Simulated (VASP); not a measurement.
The system is Cr.

```
Cr
1.0
     2.01021   -3.40693    0.00000
     2.01021    3.40693    0.00000
     0.00000    0.00000    4.02577
Cr
4
Direct
  0.15250 0.84750 0.07850
  0.65250 0.34750 0.42150
  0.84750 0.15250 0.92150
  0.34750 0.65250 0.57850
```

The cell was built by a generator and needn't be a form met in nature.

| Quantity | Value |
| --- | --- |
| Program | VASP 6.6.1 |
| Task | relaxation of cell and atoms |
| Functional | r2SCAN |
| Potentials or basis | VASP PAW PBE potentials, release 64 (Cr_pv) |
| Cutoff | 600 eV |
| k mesh | 6 × 6 × 4 |
| Occupations | gaussian, width 0.1 eV |
| Spin | no spin polarisation |

At the start: pressure -5.0 GPa; volume 13.79 Å³/atom.

Problem. Where does the relaxation end?

Solution. Over 29 steps the energy falls by 593.4 meV/atom and the volume is 11.83 Å³/atom (-14.2 %); space group Fmmm (No. 69, to 0.05 Å).

Step by step:
| step | energy change (eV) | largest force (eV/Å) | pressure (GPa) | volume (Å³) |
| --- | --- | --- | --- | --- |
| 1 | 0.0000 | 0.9871 | -5.01 | 55.14 |
| 2 | -0.1802 | 0.7879 | 9.50 | 51.70 |
| 3 | -0.2053 | 0.5062 | 5.21 | 52.53 |
| 4 | -0.3227 | 0.5244 | -1.17 | 54.33 |
| 5 | -0.3293 | 0.5392 | -2.92 | 54.91 |
| 6 | -0.4476 | 0.5935 | -2.51 | 54.11 |
| 7 | -1.0172 | 1.3919 | -0.33 | 51.20 |
| 8 | -1.3007 | 1.4322 | 32.13 | 42.99 |
| 9 | -2.0702 | 1.2610 | 5.50 | 47.18 |
| 10 | -2.0692 | 1.4187 | 10.62 | 45.97 |
| 11 | -2.0856 | 1.4170 | 9.33 | 46.23 |
| 12 | -2.1210 | 1.2330 | 8.08 | 46.28 |
| 13 | -2.1305 | 1.0663 | 7.27 | 46.30 |
| 14 | -2.1705 | 0.9598 | 5.51 | 46.56 |
| 15 | -2.2569 | 0.6575 | 0.64 | 47.33 |
| 16 | -2.2979 | 0.1005 | -7.46 | 48.87 |
| 17 | -2.3028 | 0.2346 | -5.67 | 48.49 |
| 18 | -2.3294 | 0.1552 | -4.15 | 48.14 |
| 19 | -2.3574 | 0.0452 | -0.81 | 47.45 |
| 20 | -2.3590 | 0.1011 | 0.34 | 47.23 |
| 21 | -2.3655 | 0.0719 | 0.46 | 47.21 |
| 22 | -2.3723 | 0.0519 | 0.77 | 47.16 |
| 23 | -2.3723 | 0.0541 | 0.85 | 47.15 |
| 24 | -2.3729 | 0.0458 | -0.11 | 47.33 |
| 25 | -2.3729 | 0.0456 | -0.12 | 47.33 |
| 26 | -2.3729 | 0.0450 | -0.24 | 47.35 |
| 27 | -2.3729 | 0.0459 | -0.16 | 47.34 |
| 28 | -2.3731 | 0.0411 | -0.14 | 47.34 |
| 29 | -2.3736 | 0.0345 | -0.08 | 47.32 |

Final structure:
```
CELL_PARAMETERS angstrom
1.96445 -4.34222 0.00000
1.96445 4.34222 0.00000
0.00000 0.00000 2.77383
ATOMIC_POSITIONS crystal
Cr 0.13090 0.86910 0.00391
Cr 0.63090 0.36910 0.49609
Cr 0.86910 0.13090 0.99609
Cr 0.36910 0.63090 0.50391
```

Caveat: the k mesh is coarse (spacing up to 0.39 Å⁻¹), so the values aren't converged; the PAW data sets were made with another functional, which shifts forces and pressure a little; the run has no spin polarisation, though such a crystal can be magnetic.
